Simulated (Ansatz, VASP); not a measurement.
Two plane-wave programs on BP

```
CELL_PARAMETERS angstrom
0.00000 2.27410 2.27410
2.27410 0.00000 2.27410
2.27410 2.27410 0.00000
ATOMIC_POSITIONS crystal
B 0.00000 0.00000 0.00000
P 0.25000 0.25000 0.25000
```

Alike in both runs: functional PBE; k mesh 10 × 10 × 10; occupations gaussian, width 0.02 eV; no spin polarisation.

Ansatz relaxed the structure, and its values are those at the end. VASP's run is a single point on that final structure, the one shown.

```csv
,VASP,Ansatz
version,VASP 6.6.1,Ansatz 0.2.0
potentials or method,"VASP PAW PBE potentials, release 64 (B, P)","scalar-relativistic, plane waves, PAW"
plane-wave cutoff (eV),520,420
valence electrons in the cell,8,8
```

Ansatz gave:

* gap on the k mesh at the Fermi level (eV): 1.25
* least direct gap on the mesh (eV): 3.39
* pressure (GPa): 0.0

**Question.** Estimate VASP's values.

**Answer.** gap on the k mesh at the Fermi level (eV): 1.25; least direct gap on the mesh (eV): 3.39; pressure (GPa): -0.2.

A k mesh can miss the band edges. A hybrid or GW would open this gap; PBE tends to underestimate it.
